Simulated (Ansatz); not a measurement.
Runs of Ansatz 0.2.0 on ZnO (zincite). Symmetry: P6_3mc, No. 186, hexagonal system. The conventional cell has a = 3.249 Å, b = 3.249 Å, c = 5.206 Å, α = 90.00°, β = 90.00°, γ = 120.00°. Zn (site symmetry 3m) has 4 O at 1.97 to 1.98 Å as nearest neighbours. O (site symmetry 3m) has 4 Zn at 1.97 to 1.98 Å as nearest neighbours. 

```tsv
task	level	cell	k mesh	points for each segment of the path	mesh quality	gap on the mesh (eV)	pressure (GPa)	relaxed volume (Å³/atom)
relaxation of cell and atoms	PBE0	relaxed	5 × 5 × 3	-	coarse	3.21	0.0	(b)
band structure	PBE	as given	9 × 9 × 5	14	not flagged	(c)	4.9	-
relaxation of cell and atoms	rPW86-PBE+rVV10	relaxed	9 × 9 × 5	-	not flagged	0.57	0.0	(a)
relaxation of cell and atoms	LC-wPBE	relaxed	5 × 5 × 3	-	coarse	7.82	0.0	11.66
```

Alike in all rows: potentials or basis Ansatz PAW; no spin polarisation; cutoff (eV) 420; smearing fermi-dirac 0.05 eV.

Problem. Estimate the missing entries.

Solution. (a) 12.41; (b) 11.92; (c) 0.80.

Caveats: some runs use coarse meshes; odd divisions of the mesh miss points on the zone boundary, where band edges often lie, so the gap on the mesh can be too wide (some runs); the plane-wave basis is chosen anew once the cell has moved, so the energies of steps on either side of that aren't comparable (some runs); the PAW data sets come from PBE, with cores solved anew for the run's functional, which leaves a small shift of forces and pressure (some runs).

A k mesh can miss the band edges.
